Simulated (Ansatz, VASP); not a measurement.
**Al: VASP beside Ansatz**

The input INCAR:

```
AGGAC = 1.0
AGGAX = 1.0
ALDAC = 0.0
ALDAX = 1.0
ALGO = Fast
EDIFF = 1E-7
ENCUT = 520
GGA = B5
ISIF = 2
ISMEAR = -1
IVDW = 12
LASPH = True
LCHARG = True
LELF = True
LREAL = False
LVHAR = True
LWAVE = False
NBANDS = 8
NELM = 80
PREC = Accurate
SIGMA = 0.05
VDW_A1 = 0.4298
VDW_A2 = 4.2359
VDW_S6 = 1.0
VDW_S8 = 2.6996
```

The input KPOINTS:

```
k-points
0
Gamma
  11 11 11
```

Contents of POSCAR:

```
Al
1.0
    0.0000000000      2.0382146954      2.0382146954
    2.0382146954      0.0000000000      2.0382146954
    2.0382146954      2.0382146954      0.0000000000
Al
1
Direct
    0.0000000000      0.0000000000      0.0000000000
```

The input input.yaml:

```yaml
crystal:
  lattice:
    - [0.0, 2.0382146954, 2.0382146954]
    - [2.0382146954, 0.0, 2.0382146954]
    - [2.0382146954, 2.0382146954, 0.0]
  atoms:
    - { symbol: Al, position: [0.0, 0.0, 0.0] }
hamiltonian:
  xc: blyp
  pseudopotentials: { kind: paw }
  dispersion: d3bj
kpoints:
  mp_grid: { grid: [11, 11, 11] }
scf:
  occupations: { method: fermi_dirac, width: 0.05 }
output:
  forces: true
  stress: true
  eigenvalues: true
```

Alike in both runs: task single point; functional BLYP; dispersion D3(BJ); k mesh 11 × 11 × 11; occupations fermi-dirac, width 0.05 eV; no spin polarisation.

|  | VASP | Ansatz |
| --- | --- | --- |
| version | VASP 6.6.1 | Ansatz 0.2.0 |
| potentials or method | VASP PAW PBE potentials, release 64 (Al) | Ansatz PAW |
| plane-wave cutoff (eV) | 520 | 420 |
| valence electrons in the cell | 3 | 3 |

```tsv
	VASP	Ansatz	Ansatz less VASP
gap on the k mesh at the Fermi level (eV)	none	none	-
pressure (GPa)	-5.7	-5.8	-0.10
dispersion energy (meV/atom)	-754.4	-754.5	-0.08
```

A gap of «none» marks a metal or a gap that the smearing closes.

Caveats: pairwise dispersion overbinds metals, which lowers pressure and volume; the PAW data sets were made with another functional, which shifts forces and pressure a little (VASP); the PAW data sets come from PBE, with cores solved anew for the run's functional, which leaves a small shift of forces and pressure (Ansatz).
